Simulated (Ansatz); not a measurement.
Generalised stacking fault of NaBr (rock salt) on the {100} plane. The cell below holds the perfect crystal with the plane normal along z; tilting its third vector by the shift puts one fault into each cell, between planes 3.02 Å apart, at fixed cell height.

```
NaBr
1.0
    4.26808     0.00000     0.00000
    0.00000     4.26808     0.00000
    2.13404     2.13404     9.05397
Br Na
3 3
Cartesian
  1.77837   1.77837   7.54497
  1.77837   1.77837   1.50899
  3.91241   3.91241   4.52698
  3.91241   3.91241   7.54497
  3.91241   3.91241   1.50899
  1.77837   1.77837   4.52698
```

In-plane vectors a = (4.268, 0.000) Å, b = (0.000, 4.268) Å, area 18.22 Å². The shift is x·a + y·b, and the map repeats with period 1 in x and y. The shift is rigid: no atom relaxes. γ = [E(shift) − E(0)] / area.

All values below come from PBE (plane waves to 420 eV, PAW, scalar-relativistic; Ansatz, a quantum-chemistry and plane-wave program). k mesh 7×7×7 (Γ-centred), Fermi-Dirac smearing 0.05 eV. Energies are extrapolated to zero smearing. Faults lie only 9.1 Å apart, and holding the cell height and the atoms raises γ above its relaxed value. NaBr was relaxed with its symmetry unable to fall. γ is measured from zero shift.

**Question.** Predict the γ·area (meV/cell) at all points of the grid x = 0.000, 0.167, 0.333, 0.500, 0.667, 0.833 by y = 0.000, 0.167, 0.333, 0.500, 0.667, 0.833.

**Answer.** γ·area (meV/cell), with x across and y down:

| y \ x | 0.000 | 0.167 | 0.333 | 0.500 | 0.667 | 0.833 |
|---|---|---|---|---|---|---|
| 0.000 | 0 | 80 | 270 | 380 | 270 | 80 |
| 0.167 | 80 | 182 | 416 | 549 | 416 | 182 |
| 0.333 | 270 | 416 | 744 | 927 | 744 | 416 |
| 0.500 | 380 | 549 | 927 | 1140 | 927 | 549 |
| 0.667 | 270 | 416 | 744 | 927 | 744 | 416 |
| 0.833 | 80 | 182 | 416 | 549 | 416 | 182 |

(The slope of γ gives the shear force per area between the displaced halves; near zero shift its curvature is an elastic stiffness.)
